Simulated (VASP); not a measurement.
Set up this calculation in VASP 6.6.1, as the native input.

- Task: relaxation of the atoms
- Functional: r2SCAN
- Potentials or basis: VASP PAW PBE potentials, release 64 (Ag)
- Cutoff: 600 eV
- k mesh: 16 × 16 × 16
- Occupations: methfessel-paxton, width 0.1 eV
- Spin: no spin polarisation
- Further INCAR settings: ALGO = Normal; EDIFF = 1e-07; IBRION = 2; EDIFFG = -0.01; NSW = 40

The structure of Ag lies in POSCAR:

```
Ag                                      
1.0
    0.0000000000      2.0530694954      2.0530694954
    2.0530694954      0.0000000000      2.0530694954
    2.0530694954      2.0530694954      0.0000000000
  Ag            
     1
Direct
     0.0000000000000000    0.0000000000000000    0.0000000000000000
```

One way to write it, as run:

INCAR

```
SYSTEM = Ag
PREC = Accurate
ENCUT = 600
EDIFF = 1E-7
ISMEAR = 1
SIGMA = 0.1
LREAL = .FALSE.
LASPH = .TRUE.
NELM = 80
ALGO = Normal
ISIF = 2
LWAVE = .FALSE.
LCHARG = .FALSE.
METAGGA = R2SCAN
LMIXTAU = .TRUE.
IBRION = 2
NSW = 40
EDIFFG = -0.01
```

KPOINTS

```
Automatic mesh
0
G
  16 16 16
  0 0 0
```

Potentials or basis: VASP PAW PBE potentials, release 64 (Ag).

Command:

```bash
$ cat potpaw_PBE.64/Ag/POTCAR > POTCAR
$ mpirun -np 1 vasp_std > vasp.out
```

Results of the run:

```
Pressure after relaxing : 0.0 GPa
Band gap on the k mesh  : none (metal or under the smearing width)
```

Caveat: the relaxation stopped at its first step, so nothing moved; the PAW data sets were made with another functional, which shifts forces and pressure a little.

Run time: 64 s on 1 thread of AMD EPYC 9R45 96-Core Processor (Zen 5), on a shared host, peak memory 0.14 GiB.
